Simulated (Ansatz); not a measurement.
An Ansatz (an electronic-structure program) input:

Ansatz 0.2 input:
```yaml
crystal:
  lattice:
    - [4.4106536856, 0.0, 0.0]
    - [0.0, 4.4106536856, 0.0]
    - [0.0, 0.0, 2.8700964785]
  atoms:
    - { symbol: Ge, position: [0.0, 0.0, 0.0] }
    - { symbol: Ge, position: [0.5, 0.5, 0.5] }
    - { symbol: O, position: [0.3060000249, 0.3060000249, 0.0] }
    - { symbol: O, position: [0.1939999751, 0.8060000249, 0.5] }
    - { symbol: O, position: [0.6939999751, 0.6939999751, 0.0] }
    - { symbol: O, position: [0.8060000249, 0.1939999751, 0.5] }
kpoints:
  mp_grid: { grid: [4, 4, 6] }
hamiltonian:
  xc: hse06
  pseudopotentials: { kind: paw }
scf:
  n_extra_bands: 6
  occupations: { method: fixed }
output:
  eigenvalues: true
  eigenstates:
    e_range: [-9.0, 11.8]
    kpoints:
      - [0.0, 0.0, 0.0]  # VBM
      - [0.0, 0.0, 0.0]  # CBM
      - [0.0, 0.0, 0.0]  # GAMMA
      - [0.0, 0.0, 0.5]  # Z
      - [0.5, 0.5, 0.0]  # M
      - [0.5, 0.5, 0.5]  # A
      - [0.0, 0.5, 0.5]  # R
      - [0.0, 0.5, 0.0]  # X
```

**Question.** How many symmetry operations and irreducible k-points will the run report?

**Answer.** 16 operations, 24 of 96 k-points.

**Question.** With a cutoff of 420 eV, how many plane waves at Γ?

**Answer.** 1073.

It took about 110 core-seconds (a rough figure) on shared server cores.

The points marked VBM and CBM come from a semilocal run.

Space group P4_2/mnm (rutile). Symmetry was held in the r²SCAN relaxation; phonons on a q-mesh show no instability.

Potentials: the later of the program's two PAW sets.

Ansatz is a plane-wave DFT program.
